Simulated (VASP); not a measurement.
Write the native input for VASP 6.6.1 that does the following.

```
Task                   : band structure
Functional             : PW91
Potentials or basis    : VASP PAW PBE potentials, release 64 (W_sv)
Cutoff                 : 520 eV
k mesh                 : 12 × 12 × 12
Occupations            : fermi-dirac, width 0.05 eV
Spin                   : no spin polarisation
Further INCAR settings : ALGO = Normal; EDIFF = 1e-07; NBANDS = 13
```

The system is W.

```
CELL_PARAMETERS angstrom
-1.58234 1.58234 1.58234
1.58234 -1.58234 1.58234
1.58234 1.58234 -1.58234
ATOMIC_POSITIONS crystal
W 0.00000 0.00000 0.00000
```

The input as run:

POSCAR

```
W
1.0
   -1.5823450000      1.5823450000      1.5823450000
    1.5823450000     -1.5823450000      1.5823450000
    1.5823450000      1.5823450000     -1.5823450000
W
1
Direct
    0.0000000000      0.0000000000      0.0000000000
```

INCAR.step1

```
SYSTEM = W
PREC = Accurate
ENCUT = 520
EDIFF = 1E-7
ISMEAR = -1
SIGMA = 0.05
LREAL = .FALSE.
LASPH = .TRUE.
NELM = 80
ALGO = Normal
ISIF = 2
LWAVE = .FALSE.
LCHARG = .TRUE.
LMAXMIX = 4
GGA = 91
NBANDS = 13
```

KPOINTS.step1

```
Automatic mesh
0
G
  12 12 12
  0 0 0
```

INCAR.step2

```
SYSTEM = W
PREC = Accurate
ENCUT = 520
EDIFF = 1E-7
ISMEAR = 0
SIGMA = 0.05
LREAL = .FALSE.
LASPH = .TRUE.
NELM = 80
ALGO = Normal
ISIF = 2
LWAVE = .FALSE.
LCHARG = .FALSE.
LMAXMIX = 4
GGA = 91
NBANDS = 13
ICHARG = 11
```

KPOINTS.step2

```
path GHNGPH,PN
10
line-mode
reciprocal
 0.0000000000  0.0000000000  0.0000000000  G
 0.5000000000 -0.5000000000  0.5000000000  H

 0.5000000000 -0.5000000000  0.5000000000  H
 0.0000000000  0.0000000000  0.5000000000  N

 0.0000000000  0.0000000000  0.5000000000  N
 0.0000000000  0.0000000000  0.0000000000  G

 0.0000000000  0.0000000000  0.0000000000  G
 0.2500000000  0.2500000000  0.2500000000  P

 0.2500000000  0.2500000000  0.2500000000  P
 0.5000000000 -0.5000000000  0.5000000000  H

 0.2500000000  0.2500000000  0.2500000000  P
 0.0000000000  0.0000000000  0.5000000000  N
```

Potentials or basis: VASP PAW PBE potentials, release 64 (W_sv).

The run is started by

```bash
$ cat potpaw_PBE.64/W_sv/POTCAR > POTCAR
$ cp INCAR.step1 INCAR
$ cp KPOINTS.step1 KPOINTS
$ mpirun -np 1 vasp_std > vasp.out
$ cp INCAR.step2 INCAR
$ cp KPOINTS.step2 KPOINTS
$ mpirun -np 1 vasp_std > vasp.out
```

Results of the run:

- Band gap along the path: none (metal or under the smearing width)

Caveat: the log is that of the step along the path at fixed density, whose energy, stress, charges and moments have no meaning; spin-orbit coupling is left out, which moves the levels of the heavy elements.

Run time: 12 s on 1 thread of Intel(R) Xeon(R) Platinum 8488C (Sapphire Rapids), with other jobs on the host, peak memory 0.13 GiB.
